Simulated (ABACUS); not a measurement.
# BAs (F-43m) in ABACUS: a series of runs

Runs on BAs. Level: LDA. Tasks: single point, relaxation of cell and atoms.

Program: ABACUS 3.10.1. These are calculated values, not measurements. Logs are shortened: lines on timing, memory, paths and dates and some standing lists are left out, and cuts for length are marked.

## (1) The crystal as given

It takes space group F-43m (No. 216, cubic). The conventional cell has a = 4.777 Å, b = 4.777 Å, c = 4.777 Å, α = 90.00°, β = 90.00°, γ = 90.00°. As (site symmetry -43m) has 4 B at 2.07 Å as nearest neighbours. Around B (site symmetry -43m) lie 4 As at 2.07 Å.

## (2) Single point, LDA

Input file INPUT:

```
INPUT_PARAMETERS
suffix              BAs
calculation         scf
basis_type          pw
pseudo_dir          ./
symmetry            1
dft_functional      pz
ecutwfc             40
pseudo_rcut         10
nspin               1
nbands              14
ks_solver           dav
smearing_method     fd
smearing_sigma      0.00367493
scf_thr             1e-08
scf_nmax            100
mixing_type         broyden
mixing_beta         0.7
cal_force           1
cal_stress          1
ecutrho             320
out_chg             1
kpar                4
```

Input file STRU:

```
ATOMIC_SPECIES
As 74.9216 as_lda_v1.uspp.F.UPF
B 10.8100 b_lda_v1.4.uspp.F.UPF

LATTICE_CONSTANT
1.8897261246

LATTICE_VECTORS
0.0000000000 2.3885000000 2.3885000000
2.3885000000 0.0000000000 2.3885000000
2.3885000000 2.3885000000 0.0000000000

ATOMIC_POSITIONS
Direct

As
0.0
1
0.7500000000 0.7500000000 0.7500000000 1 1 1

B
0.0
1
0.0000000000 0.0000000000 0.0000000000 1 1 1
```

Input file KPT:

```
K_POINTS
0
Gamma
8 8 8 0 0 0
```

Potentials or basis: GBRV ultrasoft 1.5 LDA, plane waves.

Launch:

```sh
OMP_NUM_THREADS=1 mpirun -np 4 abacus > log
```

running log:

```text
ABACUS v3.10.1

               Atomic-orbital Based Ab-initio Computation at UStc

 ------------------------------------------------------------------------------------

 READING GENERAL INFORMATION
                           global_out_dir = OUT.BAs/
                           global_in_card = INPUT
                               pseudo_dir = ./
[... 8 lines left out ...]

 READING ATOM TYPE 1
                               atom label = As
                      L=0, number of zeta = 1
                      L=1, number of zeta = 1
                      L=2, number of zeta = 1
             number of atom for this type = 1

 READING ATOM TYPE 2
                               atom label = B
                      L=0, number of zeta = 1
                      L=1, number of zeta = 1
                      L=2, number of zeta = 1
             number of atom for this type = 1

                        TOTAL ATOM NUMBER = 2
DIRECT COORDINATES
    atom                   x                   y                   z     mag                  vx                  vy                  vz
taud_As1            0.7500000000        0.7500000000        0.7500000000  0.0000        0.0000000000        0.0000000000        0.0000000000
taud_B1            0.0000000000        0.0000000000        0.0000000000  0.0000        0.0000000000        0.0000000000        0.0000000000

                          Volume (Bohr^3) = 183.909
                             Volume (A^3) = 27.2524

 Lattice vectors: (Cartesian coordinate: in unit of a_0)
                   +0             +2.3885             +2.3885
              +2.3885                  +0             +2.3885
              +2.3885             +2.3885                  +0
 Reciprocal vectors: (Cartesian coordinate: in unit of 2 pi/a_0)
            -0.209336           +0.209336           +0.209336
            +0.209336           -0.209336           +0.209336
            +0.209336           +0.209336           -0.209336
 The esolver type has been set to : ksdft_pw

                PAO radial cut off (Bohr) = 10

 Read in pseudopotential file is as_lda_v1.uspp.F.UPF
                     pseudopotential type = US
          exchange-correlation functional = PZ
                 nonlocal core correction = 1
                        valence electrons = 5
                                     lmax = 2
                           number of zeta = 2
                     number of projectors = 6
                           L of projector = 0
[... 5 lines left out ...]
                PAO radial cut off (Bohr) = 10

 Read in pseudopotential file is b_lda_v1.4.uspp.F.UPF
[... 204 lines left out ...]

 Make real space PAO into reciprocal space.
       max mesh points in Pseudopotential = 697
     dq(describe PAO in reciprocal space) = 0.01
                                    max q = 763

 number of pseudo atomic orbitals for As is 2
WARNING: norm of atomic wavefunction # 2 of atomic type As is 0.999965, renormalized

 number of pseudo atomic orbitals for B is 2
WARNING: norm of atomic wavefunction # 1 of atomic type B is 0.999999, renormalized
WARNING: norm of atomic wavefunction # 2 of atomic type B is 0.999884, renormalized

 -------------------------------------------
 SELF-CONSISTENT
 -------------------------------------------
                                 init_chg = atomic

 PW ALGORITHM --------------- ION=   1  ELEC=   1--------------------------------

 Density error is 0.151439346056
                          Error Threshold = 0.01
----------------------------------------------------------
     Energy           Rydberg                 eV
----------------------------------------------------------
 E_KohnSham     -46.1538914824       -627.9559090345
 E_Harris       -45.8373791801       -623.6495382354
 E_Fermi        0.6085496372         8.2797425813
----------------------------------------------------------
[... 51 lines left out ...]
 Density error is 4.83545506745e-09
                          Error Threshold = 2.23492124702e-09
----------------------------------------------------------
     Energy           Rydberg                 eV
----------------------------------------------------------
 E_KohnSham     -46.1918344394       -628.4721494478
 E_KS(sigma->0) -46.1918344304       -628.4721493260
 E_Harris       -46.1918232093       -628.4719966553
 E_band         1.0600818440         14.4231534252
 E_one_elec     6.6321220770         90.2346500784
 E_Hartree      1.2470230049         16.9666184044
 E_xc           -34.1375608219       -464.4653429998
 E_Ewald        -19.9334186814       -271.2080746872
 E_entropy(-TS) -0.0000000179        -0.0000002436
 E_descf        0.0000000000         0.0000000000
 E_exx          0.0000000000         0.0000000000
 E_Fermi        0.6554985728         8.9185156212
----------------------------------------------------------

 charge density convergence is achieved
 final etot is -628.47214945 eV
 EFERMI = 8.9185156212 eV

 STATE ENERGY(eV) AND OCCUPATIONS    NSPIN == 1
 1/8 kpoint (Cartesian) = 0.0000 0.0000 0.0000 (749 pws)
       1       -7.02671     0.00390625
       2        8.36873     0.00390618
       3        8.36873     0.00390618
       4        8.36873     0.00390618
       5        11.6355    9.81841e-27
       6        11.6355    9.81841e-27
       7        11.6355    9.81841e-27
       8        13.0885    2.35254e-39
       9        17.8200    1.87936e-80
      10        21.5637        0.00000
      11        21.5637        0.00000
      12        22.8453        0.00000
      13        22.8453        0.00000
      14        22.8453        0.00000
[... 66 lines left out ...]
       1       -6.68630      0.0234375
       2        6.93302      0.0234375
       3        7.20739      0.0234375
       4        7.20739      0.0234375
       5        10.9129    1.11381e-19
       6        13.1662    2.98684e-39
       7        13.1662    2.98684e-39
       8        14.0432    7.19885e-47
       9        18.5675    3.62900e-86
      10        19.1152        0.00000
      11        21.9572        0.00000
      12        23.5994        0.00000
      13        23.5994        0.00000
      14        25.0854        0.00000

[... levels at 2 further k points ...]

------------------------------------------------------------------------------------------
 TOTAL-FORCE (eV/Angstrom)
------------------------------------------------------------------------------------------
                       As1         0.0000000000         0.0000000000         0.0000000000
                        B1         0.0000000000         0.0000000000         0.0000000000
------------------------------------------------------------------------------------------

----------------------------------------------------------------
 TOTAL-STRESS (KBAR)
----------------------------------------------------------------
       -25.8770001733        -0.0000000000        -0.0000000000
        -0.0000000000       -25.8770001733        -0.0000000000
        -0.0000000000         0.0000000000       -25.8770001733
----------------------------------------------------------------
 TOTAL-PRESSURE: -25.877000 KBAR

 --------------------------------------------
 !FINAL_ETOT_IS -628.4721494478277464 eV
 --------------------------------------------
```

Run time: 5 s. Hardware: 4 MPI ranks of Intel Xeon Platinum 8488C (Sapphire Rapids), shared host; peak memory 0.48 GiB.

What came out:

| Item | Value |
| --- | --- |
| Free energy | -628.4721 eV |
| Pressure | -2.6 GPa |
| Band gap on the k mesh | 1.13 eV, indirect (least direct gap 3.27 eV) |

A k mesh can miss the band edges. Expect the measured gap to be larger: semilocal functionals such as LDA lack the derivative discontinuity.

## (3) Relaxation of cell and atoms, LDA

INPUT: that of step 2 with these lines changed.

```diff
@@ -2,5 +2,6 @@
 suffix              BAs
-calculation         scf
+calculation         cell-relax
 basis_type          pw
 pseudo_dir          ./
+latname             fcc
 symmetry            1
@@ -10,3 +11,3 @@
 nspin               1
-nbands              14
+nbands              8
 ks_solver           dav
@@ -21,3 +22,7 @@
 ecutrho             320
-out_chg             1
+relax_nmax          60
+force_thr_ev        0.01
+relax_method        cg
+out_stru            1
+stress_thr          1
 kpar                4
```

Input file STRU:

```
ATOMIC_SPECIES
As 74.9216 as_lda_v1.uspp.F.UPF
B 10.8100 b_lda_v1.4.uspp.F.UPF

LATTICE_CONSTANT
9.0272216973

ATOMIC_POSITIONS
Direct

As
0.0
1
0.2500000000 0.2500000000 0.2500000000 1 1 1

B
0.0
1
0.0000000000 0.0000000000 0.0000000000 1 1 1
```

KPT is that of step 2.

Potentials or basis: GBRV ultrasoft 1.5 LDA, plane waves.

Launch:

```sh
OMP_NUM_THREADS=1 mpirun -np 4 abacus > log
```

running log:

```text
ABACUS v3.10.1

               Atomic-orbital Based Ab-initio Computation at UStc

 ------------------------------------------------------------------------------------

 READING GENERAL INFORMATION
                           global_out_dir = OUT.BAs/
                           global_in_card = INPUT
                               pseudo_dir = ./
                              orbital_dir =
                                    DSIZE = 4
                                    GSIZE = 1

 READING UNITCELL INFORMATION
                                    ntype = 2
                  lattice constant (Bohr) = 9.02722
              lattice constant (Angstrom) = 4.777

 READING ATOM TYPE 1
                               atom label = As
                      L=0, number of zeta = 1
                      L=1, number of zeta = 1
                      L=2, number of zeta = 1
             number of atom for this type = 1

 READING ATOM TYPE 2
                               atom label = B
                      L=0, number of zeta = 1
                      L=1, number of zeta = 1
                      L=2, number of zeta = 1
             number of atom for this type = 1

                        TOTAL ATOM NUMBER = 2
DIRECT COORDINATES
    atom                   x                   y                   z     mag                  vx                  vy                  vz
taud_As1            0.2500000000        0.2500000000        0.2500000000  0.0000        0.0000000000        0.0000000000        0.0000000000
taud_B1            0.0000000000        0.0000000000        0.0000000000  0.0000        0.0000000000        0.0000000000        0.0000000000

                          Volume (Bohr^3) = 183.909
                             Volume (A^3) = 27.2524

 Lattice vectors: (Cartesian coordinate: in unit of a_0)
                 -0.5                  +0                +0.5
                   +0                +0.5                +0.5
                 -0.5                +0.5                  +0
 Reciprocal vectors: (Cartesian coordinate: in unit of 2 pi/a_0)
                   -1                  -1                  +1
                   +1                  +1                  +1
                   -1                  +1                  -1
 The esolver type has been set to : ksdft_pw

                PAO radial cut off (Bohr) = 10

 Read in pseudopotential file is as_lda_v1.uspp.F.UPF
                     pseudopotential type = US
          exchange-correlation functional = PZ
                 nonlocal core correction = 1
                        valence electrons = 5
                                     lmax = 2
                           number of zeta = 2
                     number of projectors = 6
                           L of projector = 0
[... 5 lines left out ...]
                PAO radial cut off (Bohr) = 10

 Read in pseudopotential file is b_lda_v1.4.uspp.F.UPF
                     pseudopotential type = US
          exchange-correlation functional = PZ
                 nonlocal core correction = 1
                        valence electrons = 3
                                     lmax = 1
                           number of zeta = 2
                     number of projectors = 4
                           L of projector = 0
                           L of projector = 0
                           L of projector = 1
                           L of projector = 1
     initial pseudo atomic orbital number = 8

[... 203 lines left out ...]

 -------------------------------------------
 STEP OF RELAXATION : 1
 -------------------------------------------
                                 init_chg = atomic

 PW ALGORITHM --------------- ION=   1  ELEC=   1--------------------------------

 Density error is 0.151351023923
                          Error Threshold = 0.01
----------------------------------------------------------
     Energy           Rydberg                 eV
----------------------------------------------------------
 E_KohnSham     -46.1532522382       -627.9472116706
 E_Harris       -45.8371339036       -623.6462010781
 E_Fermi        0.6086262503         8.2807849561
----------------------------------------------------------
[... 96 lines left out ...]
 Largest gradient in stress is 25.921064 kbar.
 Threshold is 1.000000 kbar.

 Relaxation is not converged yet!
DIRECT COORDINATES
    atom                   x                   y                   z     mag                  vx                  vy                  vz
taud_As1            0.2500000000        0.2500000000        0.2500000000  0.0000        0.0000000000        0.0000000000        0.0000000000
taud_B1            0.0000000000        0.0000000000        0.0000000000  0.0000        0.0000000000        0.0000000000        0.0000000000

                          Volume (Bohr^3) = 177.894003
                             Volume (A^3) = 26.361140
[... 10 lines left out ...]
 -------------------------------------------
 STEP OF RELAXATION : 2
 -------------------------------------------

[... set-up of the moved cell ...]

 PW ALGORITHM --------------- ION=   2  ELEC=   1--------------------------------
 Notice: Threshold on eigenvalues was too large.
 hsover_error=0.080000 > DRHO=0.000307
 Origin diag ethr = 0.010000
 New diag ethr = 0.000004

 Density error is 0.000291087474
                          Error Threshold = 0.000003833944
----------------------------------------------------------
     Energy           Rydberg                 eV
----------------------------------------------------------
 E_KohnSham     -46.1918407107       -628.4722347740
 E_Harris       -46.1786331381       -628.2925365299
 E_Fermi        0.6858021264         9.3308166190
----------------------------------------------------------

[... 3 further cycles ...]
 PW ALGORITHM --------------- ION=   2  ELEC=   5--------------------------------

 Density error is 0.000000000209
                          Error Threshold = 0.000000000375
----------------------------------------------------------
     Energy           Rydberg                 eV
----------------------------------------------------------
 E_KohnSham     -46.1919188216       -628.4732975271
 E_KS(sigma->0) -46.1919188100       -628.4732973691
 E_Harris       -46.1919261654       -628.4733974445
 E_band         1.2436644760         16.9209232741
 E_one_elec     6.9335385823         94.3356320220
 E_Hartree      1.2183311106         16.5762451546
 E_xc           -34.1882008668       -465.1543361570
 E_Ewald        -20.1555876245       -274.2308382308
 E_entropy(-TS) -0.0000000232        -0.0000003159
 E_descf        0.0000000000         0.0000000000
[... 30 lines left out ...]
 Largest gradient in stress is 22.908548 kbar.
 Threshold is 1.000000 kbar.

 Relaxation is not converged yet!
DIRECT COORDINATES
    atom                   x                   y                   z     mag                  vx                  vy                  vz
taud_As1            0.2500000000        0.2500000000        0.2500000000  0.0000        0.0000000000        0.0000000000        0.0000000000
taud_B1            0.0000000000        0.0000000000        0.0000000000  0.0000        0.0000000000        0.0000000000        0.0000000000

                          Volume (Bohr^3) = 180.619690
                             Volume (A^3) = 26.765045
[... 10 lines left out ...]
 -------------------------------------------
 STEP OF RELAXATION : 3
 -------------------------------------------

[... set-up of the moved cell ...]

 PW ALGORITHM --------------- ION=   3  ELEC=   1--------------------------------
 Notice: Threshold on eigenvalues was too large.
 hsover_error=0.080000 > DRHO=0.000581
 Origin diag ethr = 0.010000
 New diag ethr = 0.000007

 Density error is 0.000601973974
                          Error Threshold = 0.000007257087
----------------------------------------------------------
     Energy           Rydberg                 eV
----------------------------------------------------------
 E_KohnSham     -46.1919773998       -628.4740945239
 E_Harris       -46.2111584707       -628.7350663825
 E_Fermi        0.6758632461         9.1955912162
----------------------------------------------------------

[... 3 further cycles ...]
 PW ALGORITHM --------------- ION=   3  ELEC=   5--------------------------------

 Density error is 0.000000005009
                          Error Threshold = 0.000000000446
----------------------------------------------------------
     Energy           Rydberg                 eV
----------------------------------------------------------
 E_KohnSham     -46.1921298905       -628.4761692676
 E_KS(sigma->0) -46.1921298802       -628.4761691274
 E_Harris       -46.1920763691       -628.4754410715
 E_band         1.1591020746         15.7703927780
 E_one_elec     6.7950730566         92.4517118966
 E_Hartree      1.2313370870         16.7532005419
 E_xc           -34.1648543776       -464.8366908755
 E_Ewald        -20.0536856360       -272.8443905503
 E_entropy(-TS) -0.0000000206        -0.0000002803
 E_descf        0.0000000000         0.0000000000
[... 90 lines left out ...]
 Largest gradient in stress is 0.270079 kbar.
 Threshold is 1.000000 kbar.

 Relaxation is converged!

 --------------------------------------------
 !FINAL_ETOT_IS -628.4761692675897393 eV
 --------------------------------------------
```

It took 13 s on 4 MPI ranks of Intel Xeon Platinum 8488C (Sapphire Rapids), shared host; peak memory 0.52 GiB.

What came out:

| Item | Value |
| --- | --- |
| Free energy | -628.4762 eV |
| Relaxed volume | 13.38 Å³/atom |
| Relaxed cell | a = 3.358 Å, b = 3.358 Å, c = 3.358 Å, α = 60.00°, β = 60.00°, γ = 60.00° |
| Space group after relaxing (to 0.05 Å) | F-43m (No. 216) |
| Energy gained by relaxing | 2.0 meV/atom |
| Ionic steps | 3 |
| Pressure after relaxing | 0.0 GPa |
| Band gap on the k mesh | 1.12 eV, indirect (least direct gap 3.29 eV) |

Step by step:
```csv
step,energy change (eV),largest force (eV/Å),pressure (GPa),volume (Å³)
1,0.0000,0.0000,-2.59,27.25
2,-0.0011,0.0000,2.29,26.36
3,-0.0040,0.0000,-0.03,26.77
```

Final structure:
```yaml
crystal:
  lattice:
    - [-2.37418, 0.00000, 2.37418]
    - [0.00000, 2.37418, 2.37418]
    - [-2.37418, 2.37418, 0.00000]
  atoms:
    - { symbol: As, position: [0.25000, 0.25000, 0.25000] }
    - { symbol: B, position: [0.00000, 0.00000, 0.00000] }
```

A k mesh can miss the band edges. Zero-point motion and thermal expansion aren't in these numbers.
